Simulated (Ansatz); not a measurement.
**ZrO2 (Fm-3m): equation of state with a fit in Python**

Where is the equilibrium volume of ZrO2 (Fm-3m), and how stiff is it? A script is to give an equation of state with a fit; the system is ZrO2 (Fm-3m).

The COD entry's cell or inner coordinates are ideal or old and differ from later refinements, so a difference from it is no clean test against experiment.

Computed with the Python package of Ansatz 0.2.0. Level of theory: DFT PBE, plane waves, PAW.

## (1) Starting point

Symmetry: Fm-3m, No. 225, cubic system. Conventional cell: a = 5.070 Å, b = 5.070 Å, c = 5.070 Å, α = 90.00°, β = 90.00°, γ = 90.00°. Around Zr (site symmetry m-3m) lie 8 O at 2.20 Å. O (site symmetry -43m) is surrounded by 4 Zr at 2.20 Å.

The script holds or builds the structure itself.

## (2) Script

File eos_zro2.py:

```python
import ansatz as az
import numpy as np
from scipy.optimize import curve_fit

vectors0 = np.array([
    [0.0, 2.535, 2.535],
    [2.535, 0.0, 2.535],
    [2.535, 2.535, 0.0],
])
sites = [
    ("Zr", (0.0, 0.0, 0.0)),
    ("O", (0.25, 0.25, 0.25)),
    ("O", (0.75, 0.75, 0.75)),
]


def make_crystal(cell):
    crystal = az.Crystal(lattice=az.Lattice.of(cell))
    for symbol, position in sites:
        crystal = crystal.atom(symbol, position)
    return crystal

def vinet(v, e0, v0, b0, b1):
    eta = (v / v0) ** (1 / 3)
    return e0 + 2 * b0 * v0 / (b1 - 1) ** 2 * (2 - (5 + 3 * b1 * (eta - 1) - 3 * eta) * np.exp(-1.5 * (b1 - 1) * (eta - 1)))

volumes, energies = [], []
for scale in np.linspace(0.92, 1.08, 7):
    cell = vectors0 * scale ** (1 / 3)
    setup = make_crystal(cell).calculation()
    setup = setup.occupations("fixed")
    setup = setup.functional("pbe").basis(500)
    setup = setup.kpoints(7, 7, 7)
    rep = setup.run().report
    volumes.append(abs(np.linalg.det(cell)) / len(sites))
    energies.append(rep["free_energy_ev"] / len(sites))
    print(f"V = {volumes[-1]:8.4f} A^3/atom  F = {energies[-1]:.5f} eV/atom")

guess = (min(energies), volumes[int(np.argmin(energies))], 0.5, 4.5)
(e0, v0, b0, b1), _ = curve_fit(vinet, np.array(volumes), np.array(energies), p0=guess, maxfev=20000)
print(f"Vinet fit: V0 = {v0:.4f} A^3/atom, B0 = {160.21766 * b0:.1f} GPa, B1 = {b1:.2f}")
print("largest residual", round(1000 * float(np.abs(vinet(np.array(volumes), e0, v0, b0, b1) - energies).max()), 3), "meV/atom")
```

## (3) The input behind the calls

The engine receives this input (first run):

```yaml
crystal:
  lattice:
    - [0.0, 2.4655126744648, 2.4655126744648]
    - [2.4655126744648, 0.0, 2.4655126744648]
    - [2.4655126744648, 2.4655126744648, 0.0]
  atoms:
    - { symbol: Zr, position: [0.0, 0.0, 0.0] }
    - { symbol: O, position: [0.25, 0.25, 0.25] }
    - { symbol: O, position: [0.75, 0.75, 0.75] }
basis:
  ecutwfc: 500.0
kpoints:
  mp_grid:
    grid: [7, 7, 7]
hamiltonian:
  xc: pbe
scf:
  occupations:
    method: fixed
```

## (4) Launch

Run with:

```
python eos_zro2.py
```

Log:

```text
V =   9.9915 A^3/atom  F = -1774.50141 eV/atom
V =  10.2811 A^3/atom  F = -1774.55168 eV/atom
V =  10.5707 A^3/atom  F = -1774.58518 eV/atom
V =  10.8603 A^3/atom  F = -1774.60407 eV/atom
V =  11.1499 A^3/atom  F = -1774.61021 eV/atom
V =  11.4395 A^3/atom  F = -1774.60520 eV/atom
V =  11.7291 A^3/atom  F = -1774.59047 eV/atom
Vinet fit: V0 = 11.1580 A^3/atom, B0 = 236.2 GPa, B1 = 4.25
largest residual 0.004 meV/atom
```

It took 6.7 s on 1 thread of Intel Xeon Platinum 8259CL at 2.50GHz (Skylake/Cascade Lake), shared host; peak memory 0.41 GiB.

## (5) What changed from run to run

The engine's inputs for some of the other runs:

Run 4, against run 1:

```diff
@@ -3,3 +3,3 @@
-    - [0.0, 2.4655126744648, 2.4655126744648]
-    - [2.4655126744648, 0.0, 2.4655126744648]
-    - [2.4655126744648, 2.4655126744648, 0.0]
+    - [0.0, 2.535, 2.535]
+    - [2.535, 0.0, 2.535]
+    - [2.535, 2.535, 0.0]
```

Run 5, against run 1:

```diff
@@ -3,3 +3,3 @@
-    - [0.0, 2.4655126744648, 2.4655126744648]
-    - [2.4655126744648, 0.0, 2.4655126744648]
-    - [2.4655126744648, 2.4655126744648, 0.0]
+    - [0.0, 2.5573359526473096, 2.5573359526473096]
+    - [2.5573359526473096, 0.0, 2.5573359526473096]
+    - [2.5573359526473096, 2.5573359526473096, 0.0]
```

Run 7, against run 1:

```diff
@@ -3,3 +3,3 @@
-    - [0.0, 2.4655126744648, 2.4655126744648]
-    - [2.4655126744648, 0.0, 2.4655126744648]
-    - [2.4655126744648, 2.4655126744648, 0.0]
+    - [0.0, 2.6008734148952564, 2.6008734148952564]
+    - [2.6008734148952564, 0.0, 2.6008734148952564]
+    - [2.6008734148952564, 2.6008734148952564, 0.0]
```

Lines on the test bed's own set-up are left out of the output.

## (6) Run by run

The 7 runs, in the order started:

```
run  volume (Å³/atom)  energy from run 5 (meV/atom)  gap on the mesh (eV)  SCF cycles  CPU time (s)
  1             9.991                        108.80                  3.71           6           0.8
  2            10.281                         58.53                  3.64           6          0.61
  3            10.571                         25.02                  3.56           6          0.72
  4            10.860                          6.13                  3.48           6          0.61
  5            11.150                          0.00                  3.41           6          0.64
  6            11.440                          5.00                  3.33           6          0.65
  7            11.729                         19.73                  3.26           6          0.69
```

## (7) Summary of results

```
                      quantity            value
                 runs compared                7
               range of energy  108.80 meV/atom
lowest point, volume (Å³/atom)           11.150
      equilibrium volume (fit)    11.16 Å³/atom
            bulk modulus (fit)          236 GPa
```

A third-order Birch-Murnaghan fit through the 7 points (the script's own form differs a little) has its minimum at 11.16 Å³ an atom, 2.7 % above the typed cell, with a bulk modulus of 236 GPa and dB/dP = 4.2. From that minimum the energy rises by 108.8 meV an atom on the compressed side and 19.7 meV on the expanded side. Notes:
- Spin is left out of this run.
- Of the deposited cell: the entry's cell lengths or inner coordinates differ somewhat from later room-temperature determinations.
